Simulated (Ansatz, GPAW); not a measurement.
## Ge: 3 runs at one level of theory

```
Ge
1.0
     1.39715   -2.60052    0.00000
     1.39715    2.60052    0.00000
     0.00000    0.00000    2.69823
Ge
1
Direct
  0.50000 0.50000 0.00000
```

This isn't the form of Ge at room conditions, which is diamond.

Alike in all runs: task single point; functional PBEsol; k mesh 11 × 11 × 10; occupations gaussian, width 0.05 eV; no spin polarisation; no spin-orbit coupling. Pressure is positive in compression and, in plane waves, holds the error of the finite cutoff, which Ansatz's Pulay term estimates and takes out.

```tsv
program and potentials	plane-wave cutoff (eV)	notes	pressure (GPa)
Ansatz, Ansatz PAW	420	potentials made for PBE, which Ansatz adapts in part; 14 valence electrons an atom on average; Pulay term of +0.03 GPa included	-4.11
Ansatz, all-electron LAPW, scalar-relativistic	-	-	?
GPAW, PAW data sets generated for this functional	600	4 valence electrons an atom on average	-4.29
```

Q: Estimate from the other rows what the run with Ansatz, all-electron LAPW, scalar-relativistic gave.

A: Pressure -4.08 GPa. The other rows, which needn't bracket it: pressure -4.29 to -4.11.
